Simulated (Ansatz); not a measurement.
# P (beta tin type): the cost of one run

Method: DFT PBE, with the methods named in each step, in Ansatz 0.2.0.

## Step 1: The structure to begin with

It takes space group I4_1/amd (No. 141, tetragonal). Conventional cell: a = 4.879 Å, b = 4.879 Å, c = 2.530 Å, α = 90.00°, β = 90.00°, γ = 90.00°. P (site symmetry -4m2) has 6 P at 2.52 to 2.53 Å as nearest neighbours.

Structure file:

```cif
data_structure
_symmetry_space_group_name_H-M 'P 1'
_symmetry_Int_Tables_number 1
_cell_length_a 3.6743
_cell_length_b 3.6743
_cell_length_c 3.6743
_cell_angle_alpha 96.806
_cell_angle_beta 96.806
_cell_angle_gamma 139.728
_cell_volume 30.11
loop_
_atom_site_label
_atom_site_type_symbol
_atom_site_fract_x
_atom_site_fract_y
_atom_site_fract_z
_atom_site_occupancy
P1 P 0.62500 0.87500 0.75000 1
P2 P 0.37500 0.12500 0.25000 1
```

Whether this phase is the stable one at these pressures isn't tested.

Atoms are numbered in the order of the input: P1, P2.

## Step 2: The reference volume, LAPW

File input.yaml:

```yaml
crystal:
  lattice:
    - [-2.4393550708, 2.4393550708, 1.2648874029]
    - [2.4393550708, -2.4393550708, 1.2648874029]
    - [2.4393550708, 2.4393550708, -1.2648874029]
  atoms:
    - { symbol: P, position: [-0.375, -0.125, -0.25] }
    - { symbol: P, position: [0.375, 0.125, 0.25] }
kpoints:
  mp_grid: { grid: [18, 18, 18] }
  band_path:
    path:
      - [0.0, 0.0, 0.0]
      - [0.0, 0.0, 0.5]
      - [-0.5, 0.5, 0.5]
      - [0.0, 0.0, 0.0]
      - [0.3172192562, 0.3172192562, -0.3172192562]
      - [-0.3172192562, 0.6827807438, 0.3172192562]
      - [-0.5, 0.5, 0.5]
      - [0.0, 0.0, 0.5]
      - [0.25, 0.25, 0.25]
    npoints: 14
scf:
  occupations: { method: fermi_dirac, width: 0.1 }
hamiltonian:
  xc: pbe
  pseudopotentials: { kind: all_electron, lapw: { basis_error: 0.001 } }
output:
  forces: true
  stress: true
  eigenvalues: true
  populations: true
  dos: { projected: true, de: 0.2, e_range: [-14, 8] }
```

Started as:

```console
$ ansatz run input.yaml --threads 1 --pin off --max-ram 2048MiB --backend cpu --events-out ev --progress --plain --runs-dir out
```

**Question.** How long does this run take on 1 thread of Intel Xeon 6975P-C (Granite Rapids), shared host, and how much memory does it need?

About 19 s, with a peak of 0.56 GiB.
